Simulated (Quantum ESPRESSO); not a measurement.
HfC:

```
Hf C
1.0
     0.00000    2.32500    2.32500
     2.32500    0.00000    2.32500
     2.32500    2.32500    0.00000
Hf C
1 1
Cartesian
  2.3250 2.3250 2.3250
  0.0000 0.0000 0.0000
```

Program: Quantum ESPRESSO 7.5. Alike in all runs: task single point; level PBE+U; potentials or basis SSSP 1.3 efficiency PBE; no spin polarisation; cell as given; k mesh 10 × 10 × 10; cutoff (eV) 816; smearing fermi-dirac 0.05 eV.

Problem. Order these runs on this cell by their pressure, lowest first.
A. U Hf d U = 8 eV
B. U Hf d U = 6 eV
C. U Hf d U = 3 eV

Solution. C (5.3 GPa), B (11.2 GPa), A (16.2 GPa).

Caveats: U without spin polarisation on a metal has little footing; the U is typed as a test and isn't derived for this compound.
